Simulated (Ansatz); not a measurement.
# Quasiparticle gap of RbBr (Fm-3m)

Aim: the quasiparticle gap of RbBr (Fm-3m), starting from HSE06.

Method: HSE06, then G0W0 on it, plane waves, PAW, in Ansatz 0.2.0.

The database entry behind the starting cell differs from later determinations by our own check (about 0.5 % short), so it need not match the best structure at ambient conditions.

## Step 1: Starting point

It takes space group Fm-3m (No. 225, cubic). Conventional cell: a = 6.854 Å, b = 6.854 Å, c = 6.854 Å, α = 90.00°, β = 90.00°, γ = 90.00°. Rb has 6 Br at 3.43 Å nearest. Br has 6 Rb at 3.43 Å nearest. Farther neighbours and most contacts between anions are not listed.

The cell and positions come from the Crystallography Open Database and are kept as given unless a step says otherwise.

The logs state that the PAW files were generated under PBE.

## Step 2: The starting point: HSE06

HSE06 mixes in a quarter of exact exchange at short range.

This step: DFT, HSE06, plane waves, PAW; PAW set soft_1.

input.yaml reads:

```yaml
crystal:
  lattice:
    - [0.0, 3.427, 3.427]
    - [3.427, 0.0, 3.427]
    - [3.427, 3.427, 0.0]
  atoms:
    - { symbol: Rb, position: [0.0, 0.0, 0.0] }
    - { symbol: Br, position: [0.5, 0.5, 0.5] }
kpoints:
  mp_grid: { grid: [4, 4, 4] }
  band_path:
    path:
      - [0.0, 0.0, 0.0]
      - [0.5, 0.0, 0.5]
      - [0.625, 0.25, 0.625]
      - [0.375, 0.375, 0.75]
      - [0.5, 0.5, 0.5]
      - [0.5, 0.25, 0.75]
    npoints: 1
hamiltonian:
  xc: hse06
  pseudopotentials: { kind: paw, azcp: { folder: soft_1 } }
scf:
  occupations: { method: fixed }
  n_extra_bands: 4
output:
  eigenvalues: true
```

Command:

```console
ansatz run input.yaml --threads 24 --pin off --max-ram 82944MiB --backend cuda --events-out ev --progress --plain --runs-dir out --devices 1 --max-vram 78GiB
```

Numbers of over 12 decimals in the logs are rounded to 6 here.

Log:

```text
scf.n_extra_bands = 4 over 8 filled bands (N_el = 16.0): the run solves 12 bands
GPUs: using 1 of 1 available (devices: 1).
Engine: ansatz 0.2.0, aarch64-unknown-linux-gnu
Pseudopotentials: kind: paw
Pseudopotential: Rb, paw, valence charge 9, recommended cutoff 420 eV (normal), soft_1/Rb.paw.azcp
Pseudopotential: Br, paw, valence charge 7, recommended cutoff 420 eV (normal), soft_1/Br.paw.azcp
Functional definition: HSE06
  parameter a = 0.25
  parameter omega = 0.11/bohr
  exchange = pbe_x - a*pbe_x_sr(omega) + a*exact_x_sr(omega)
  correlation = pbe_c
davidson cushion auto → on  (no smearing: the cushion is to keep the highest requested band from converging to the state above it; pin scf.eigensolver.cushion to override)
device memory: the entry about to start is reckoned to put 2.3 GiB on a device that reports 177.5 GiB free (of which the cap on the GPU budget leaves the run 78.0 GiB)
GPU FFT provider: cuFFT
GPU libraries: cuBLAS 13.8.1, cuFFT 12.4.0, cuSOLVER 12.3.2
GPU matrix products: emulated (plane waves: as basis.precision tells), large ones in fixed point in workspaces of 1.00 GiB
Crystal: 2 atoms, lattice volume = 80.496 Å³
Basis set: ecut = 420 eV, 1591 PW (Γ)
Bands: 12, of which v1, the nominal top of the filled ones, is band 8 counted from 1 (7 counted from 0)
Symmetry: 48 space group operations
Space group: Fm-3m (ITA 225), of the structure as read, at distance tolerance 4.3e-5 Å
k-points: 8 of 64
Non-local potential: Rb, projectors of the file, l = 0: 3, l = 1: 2, l = 2: 2
Non-local potential: Br, projectors of the file, l = 0: 2, l = 1: 2, l = 2: 2
PAW form: soft (Blöchl's): semilocal exchange-correlation on the pseudo side does not see the compensation charge
PAW frozen core: Rb, regenerated for the run's functional, and the local potential with it (the file was generated under x = pbe(κ = 0.804, μ = 0.219515), c = pbe(β = 0.066725))
PAW frozen core: Br, regenerated for the run's functional, and the local potential with it (the file was generated under x = pbe(κ = 0.804, μ = 0.219515), c = pbe(β = 0.066725))
PAW one-centre angular grid: Rb, 110 points (default); XC on 64 Gauss nodes
PAW one-centre angular grid: Br, 110 points (default); XC on 64 Gauss nodes
Initial density: superposition of atomic densities (chi_scale 0.1, normalization cell, long waves kept (reshape's long-wave potential 0.00 eV rms))
Initial wavefunctions: pseudopotential atomic-orbital guess
GPU buffer pool allocated for 46656 grid points (all kernels)
GPU transforms: local potential and band sums: pruned to the plane-wave sphere, on 36×36×36
Functional: x = pbe(κ = 0.804, μ = 0.219515), c = pbe(β = 0.066725), warm-up for x = pbe(κ = 0.804, μ = 0.219515) + 0.25 (exact − pbe) at short range (hse, ω = 0.207870 Å⁻¹), c = pbe(β = 0.066725); HSE06 as pw.x's `hse` composes it (authors' and Libxc's form: `xc: wpbeh`)
SCF iter   1: F=—  HF=-6054.591541 eV  |F-HF|=—  |Δ(HF+E_count)|=         —  Δρ=2.82e-2  dr2=1.28e0  ethr=1.00e-1  ⟨swp⟩=6.5  Hψ=347  notcnv=0
preconditioner: auto → none  [insulator: Δε(μ)=3.289 eV  Ē_g=13.367 eV  n_scr=14 (ndim 8)  ℏωp=15.5 eV  f_vac=0.000]
iter 2 solved again at ethr=4.87e-4 eV; its pass at ethr=7.98e-3 eV (dr2=7.79e-2 eV) is discarded
SCF iter   2: F=—  HF=-6054.079859 eV  |F-HF|=—  |Δ(HF+E_count)|=   5.12e-1  Δρ=7.29e-3  dr2=7.81e-2  ethr=4.87e-4  ⟨swp⟩=3.1  Hψ=525  notcnv=0  defer=1
SCF iter   3: F=—  HF=-6054.072727 eV  |F-HF|=—  |Δ(HF+E_count)|=   7.13e-3  Δρ=3.04e-3  dr2=9.02e-3  ethr=4.87e-4  ⟨swp⟩=2.9  Hψ=235  notcnv=0
SCF iter   4: F=-6054.079516 eV  HF=-6054.078616 eV  |F-HF|=9.00e-4  |Δ(HF+E_count)|=   5.89e-3  Δρ=1.14e-3  dr2=1.35e-3  ethr=5.64e-5  ⟨swp⟩=3.6  Hψ=270  notcnv=0
SCF 1 stopped early in 4 iterations: F = -6054.079516 eV  dr2 = 1.35e-3
  greatest PAW one-centre occupation: 0.973 electrons in one spin orbital (limit 2), on the Rb atom at site 0 (counted from 0), in its partial waves of l = 0
device memory: the entry about to start is reckoned to put 3.0 GiB on a device that reports 181.8 GiB free (of which the cap on the GPU budget leaves the run 78.0 GiB)
GPU FFT provider: cuFFT
GPU libraries: cuBLAS 13.8.1, cuFFT 12.4.0, cuSOLVER 12.3.2
GPU matrix products: emulated (plane waves: as basis.precision tells), large ones in fixed point in workspaces of 1.00 GiB
Initial density: handed on by an earlier stage of this run
Initial wavefunctions: those handed on with the density
GPU buffer pool allocated for 46656 grid points (all kernels)
GPU transforms: local potential and band sums: pruned to the plane-wave sphere, on 36×36×36
Functional: x = pbe(κ = 0.804, μ = 0.219515) + 0.25 (exact − pbe) at short range (hse, ω = 0.207870 Å⁻¹), c = pbe(β = 0.066725); HSE06 as pw.x's `hse` composes it (authors' and Libxc's form: `xc: wpbeh`)
Exchange kernel: α = 0.2500, screened, ω = 0.2079 Å⁻¹, Wigner–Seitz truncation, v(0) = 1042.9515 eV·Å³, q-mesh 4×4×4, nearest image of the exchange supercell L = 19.39 Å, pair-density grid 18×18×18, without the augmentation charges, whose exchange is taken in its separable form by FFT convolution over the k-point mesh (sized by the pseudopotential files, 27×27×27 at the most), smooth part of the exact exchange by density-matrix convolution in up to 1.52 GiB of GPU memory as planned if the GPU has room (build and FFT work areas not counted)
Frozen-core exchange: fock
SCF iter   1: F=—  HF=-6058.581788 eV  |F-HF|=—  |Δ(HF+E_count)|=         —  Δρ=2.98e-3  dr2=8.66e-3  ethr=8.46e-5  ⟨swp⟩=5.0  Hψ=375  notcnv=0
preconditioner: auto → none  [insulator: Δε(μ)=5.510 eV  Ē_g=14.987 eV  n_scr=14 (ndim 8)  ℏωp=15.5 eV  f_vac=0.057]
SCF iter   2: F=—  HF=-6058.581251 eV  |F-HF|=—  |Δ(HF+E_count)|=   5.37e-4  Δρ=1.10e-3  dr2=8.74e-4  ethr=4.92e-5  ⟨swp⟩=3.6  Hψ=270  notcnv=0
SCF iter   3: F=—  HF=-6058.582901 eV  |F-HF|=—  |Δ(HF+E_count)|=   1.65e-3  Δρ=1.91e-4  dr2=3.59e-5  ethr=4.47e-6  ⟨swp⟩=3.8  Hψ=289  notcnv=0
SCF iter   4: F=—  HF=-6058.582892 eV  |F-HF|=—  |Δ(HF+E_count)|=   8.64e-6  Δρ=3.79e-5  dr2=2.05e-6  ethr=1.70e-7  ⟨swp⟩=3.6  Hψ=270  notcnv=0  defer=1
SCF iter   5: F=-6058.582906 eV  HF=-6058.582906 eV  |F-HF|=7.43e-8  |Δ(HF+E_count)|=   1.42e-5  Δρ=1.43e-5  dr2=2.28e-7  ethr=5.73e-9  ⟨swp⟩=4.9  Hψ=356  notcnv=0  defer=1
SCF 2 stopped early in 5 iterations: F = -6058.582906 eV  dr2 = 2.28e-7
hybrid outer 1: dexx = +2.120e-3 eV, tail = 4.25e-6 eV
GPU FFT provider: cuFFT
GPU libraries: cuBLAS 13.8.1, cuFFT 12.4.0, cuSOLVER 12.3.2
GPU matrix products: emulated (plane waves: as basis.precision tells), large ones in fixed point in workspaces of 1.00 GiB
GPU buffer pool allocated for 46656 grid points (all kernels)
GPU transforms: local potential and band sums: pruned to the plane-wave sphere, on 36×36×36
Exchange kernel: α = 0.2500, screened, ω = 0.2079 Å⁻¹, Wigner–Seitz truncation, v(0) = 1042.9515 eV·Å³, q-mesh 4×4×4, nearest image of the exchange supercell L = 19.39 Å, pair-density grid 18×18×18, without the augmentation charges, whose exchange is taken in its separable form by FFT convolution over the k-point mesh (sized by the pseudopotential files, 27×27×27 at the most), smooth part of the exact exchange by density-matrix convolution in up to 1.52 GiB of GPU memory as planned if the GPU has room (build and FFT work areas not counted)
Frozen-core exchange: fock
SCF iter   1: F=—  HF=-6058.583015 eV  |F-HF|=—  |Δ(HF+E_count)|=         —  Δρ=1.41e-5  dr2=5.17e-8  ethr=1.33e-7  ⟨swp⟩=3.4  Hψ=264  notcnv=0
preconditioner: auto → none  [insulator: Δε(μ)=5.521 eV  Ē_g=14.990 eV  n_scr=14 (ndim 8)  ℏωp=15.5 eV  f_vac=0.087]
SCF iter   2: F=-6058.583015 eV  HF=-6058.583015 eV  |F-HF|=3.52e-9  |Δ(HF+E_count)|=  3.35e-10  Δρ=5.97e-6  dr2=9.06e-9  ethr=3.19e-10  ⟨swp⟩=4.1  Hψ=325  notcnv=0
SCF 3 converged in 2 iterations: F = -6058.583015 eV  dr2 = 9.06e-9
hybrid outer 2: dexx = +4.858e-8 eV, tail = 2.20e-8 eV, Δε = 1.01e-3 eV (about 6.80e-5 eV left of the loop's levels)
device memory: the entry about to start is reckoned to put 0.4 GiB on a device that reports 182.5 GiB free (of which the cap on the GPU budget leaves the run 78.0 GiB)
NSCF: frozen V_eff on 6 k-points
hybrid SCF converged: 2 outer / 7 inner (+4 warm-up), last move |dexx| = 4.86e-8 eV, tail = 2.20e-8 eV
Stability not checked: this state was not tested for a lower state beside it, because the functional holds exact exchange (a hybrid, or Hartree-Fock), whose exchange loop this test does not read (fock_operator; see scf.lower_state_search)
Free energy (F): -6058.583015 eV
Frozen-core exchange: fock
Harris-Foulkes:  -6058.583015 eV  (|F-HF|=3.52e-9)
Internal energy: -6058.583015 eV  (E = F + TS)
E sigma→0 (E₀):  -6058.583015 eV
Fermi energy:    0.385346 eV
--- Per-component energies (eV) ---
  E_band       = -129.174998
  E_kinetic    = 314.044938
  E_local      = -780.910051  (includes V_loc(G=0)·N_el)
  E_nonlocal   = 237.857855
  E_hartree    = 204.011005
  E_xc         = -257.069275
  E_vxc        = -192.002266  (∫ρ·V_xc dr)
  E_exx        = -33.319588  (= α·E_x^exact, valence–valence)
  E_paw        = -4972.126105  (= ΣΔE_a)
  E_vpaw       = -49.549283  (= ΣTr[D̂ρ^β])
  E_aug_tail   = -0.000018  (compensation charges beyond the density's cutoff)
  E_ewald      = -770.339449
  E_core_change = -0.732327  (= ΣΔE_core)
  E_smearing   = -0.000000  (= −TS)
  E_closure    = 0.000000  (closes the sum)
  Σ components = -6058.583015   (vs F -6058.583015, Δ=0.00e0)
--- Band table (eV; the first three rows and the last of 8) ---
  k-point 0: bands = [... 4 lower, -8.6340, 0.3853, 0.3853, 0.3853, 5.9063, 8.9212, 8.9212, 8.9212]
  k-point 1: bands = [... 4 lower, -8.6024, -0.1829, 0.1946, 0.1946, 7.1913, 8.7435, 9.6770, 9.6770]
  k-point 2: bands = [... 4 lower, -8.5709, -0.6369, 0.0175, 0.0175, 8.3423, 9.3602, 11.2917, 11.2917]
  k-point 7: bands = [... 4 lower, -8.6082, -0.1267, 0.0199, 0.0199, 8.6602, 8.6602, 9.9690, 10.4015]
```

Elapsed: 3 s, on 1 × NVIDIA GB200 (shared by 2 runs) with 24 threads of Arm Neoverse V2, shared host; peak memory 1.1 GiB; 8.8 s of CPU time.

This step gave:

| Property | Result |
| --- | --- |
| gap | 5.521 eV |
| valence top at | Γ |
| conduction bottom at | Γ |
| least direct gap | 5.521 eV |
| exact-exchange fraction | 0.25 |

Over mesh and listed points the gap is 5.521 eV, direct, at k = Γ.

(Continued in part 2 of 2.)

[Paths, hosts, dates, memory and timing lines, banners, echoed tables and standing remarks are left out of the program output.]

[Logs are printed without paths, hosts, clocks, repeated set-up lines and the standing remarks that a program may print on its own settings, such as how far it seeks lower states.]

[Runs of the session that timed out or met a known fault of the program may be left out.]

[Cells called generated may have been cut or substituted from an entry of the Crystallography Open Database or the Materials Project.]

[Hosts, paths, dates, database ids (printed as entryN), source tags and the programs' standing remarks are cut or masked in the printed files.]

[Where an RPA ε∞ is given, it is that of the G0W0 mesh and is not shown converged in it. Names of k-points follow the symmetry that the program found, which can be lower than the space group named. Band edges on a path are those of the sampled points; other points can move an edge, and change direct to indirect where valleys lie close.]

[Hybrid gaps are those of their k-mesh and are not shown converged in it.]
